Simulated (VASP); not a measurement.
**MnO (Manganosite): single point with PBE+U**

MnO (Manganosite):

```xyz
2
Lattice="0.0000 2.2230 2.2230 2.2230 0.0000 2.2230 2.2230 2.2230 0.0000" Properties=species:S:1:pos:R:3 pbc="T T T"
Mn    0.0000    0.0000    0.0000
O     2.2230    2.2230    2.2230
```

- Program: VASP 6.6.1
- Task: single point
- Functional: PBE
- Potentials or basis: VASP PAW PBE potentials, release 64 (Mn_pv, O)
- Cutoff: 600 eV
- k mesh: 14 × 14 × 14
- Occupations: gaussian, width 0.03 eV
- Spin: collinear spin, ferromagnetic start
- Starting moments: [5.0, 0.0] μB
- Hubbard terms: Mn d U = 3.9 eV

- Pressure: 7.4 GPa
- Band gap on the k mesh: 0.21 eV, indirect (least direct gap 2.69 eV)
- Net moment: 5.00 μB per cell
- Site moments: Mn +4.62; O +0.16 μB
- Valence electrons inside the program's atomic spheres: Mn 11.35; O 5.01

Levels at points of the mesh, in eV from the valence-band top:
Spin up:
```tsv
k point	band 9	band 10	band 11	band 12	band 13	band 14	band 15	band 16
(0.00, 0.00, 0.00)	-3.84	-2.79	-2.79	-2.79	0.21	14.61	16.34	16.34
(0.50, 0.00, 0.00)	-3.37	-2.54	0.00	0.00	4.17	8.48	12.53	12.53
(0.50, 0.50, 0.00)	-3.46	-3.12	-3.12	-3.01	5.63	8.65	10.40	14.39
```
Spin down:
```
           k point  band 5  band 6  band 7  band 8  band 9  band 10
(0.00, 0.00, 0.00)   -2.48   -2.48   -2.48    1.58    3.18     3.18
(0.50, 0.00, 0.00)   -6.45   -3.69   -3.69    4.28    4.58     4.58
(0.50, 0.50, 0.00)   -5.60   -3.48   -3.48    1.28    4.43     4.49
```

Eigenvalues of the final occupation matrices:
| site | spin | trace | eigenvalues |
| --- | --- | --- | --- |
| site 1 d | 1 | 4.78 | 0.94 0.94 0.94 0.98 0.98 |
| site 1 d | 2 | 0.20 | 0.02 0.02 0.02 0.07 0.07 |

It took 59 s on 1 thread of Intel(R) Xeon(R) 6975P-C (Granite Rapids), on a shared host, peak memory 0.23 GiB.

Caveat: a cell with one magnetic atom can't hold antiferromagnetic order, which such compounds often take. The state reached can hang on the start; a lower one may exist.
